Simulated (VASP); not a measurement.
Input of a VASP 6.6.1 run:

File INCAR:

```
ALGO = Normal
EDIFF = 1E-7
ENCUT = 520
GGA = PE
ISIF = 2
ISMEAR = -1
ISPIN = 2
LASPH = T
LCHARG = F
LMAXMIX = 4
LORBIT = 11
LREAL = F
LWAVE = F
MAGMOM = 2 3
NBANDS = 20
NELM = 120
PREC = Accurate
SIGMA = 0.05
```

Contents of KPOINTS:

```
k-points
0
Gamma
  9 9 9
```

File POSCAR:

```
FeCo
1.0
    2.8570000000      0.0000000000      0.0000000000
    0.0000000000      2.8570000000      0.0000000000
    0.0000000000      0.0000000000      2.8570000000
Co Fe
1 1
Direct
    0.0000000000      0.0000000000      0.0000000000
    0.5000000000      0.5000000000      0.5000000000
```

Potentials or basis: VASP PAW PBE potentials, release 64 (Co, Fe).

Command:

```console
$ cat potpaw_PBE.64/Co/POTCAR potpaw_PBE.64/Fe/POTCAR > POTCAR
$ mpirun -np 1 vasp_std > vasp.out
```

Problem. Predict the band gap on the k mesh.

Solution. None (metal or under the smearing width).

Problem. What does it give for the site moments?

Solution. Co +1.76; Fe +2.77 μB.

Problem. Predict the net moment.

Solution. 4.50 μB per cell.
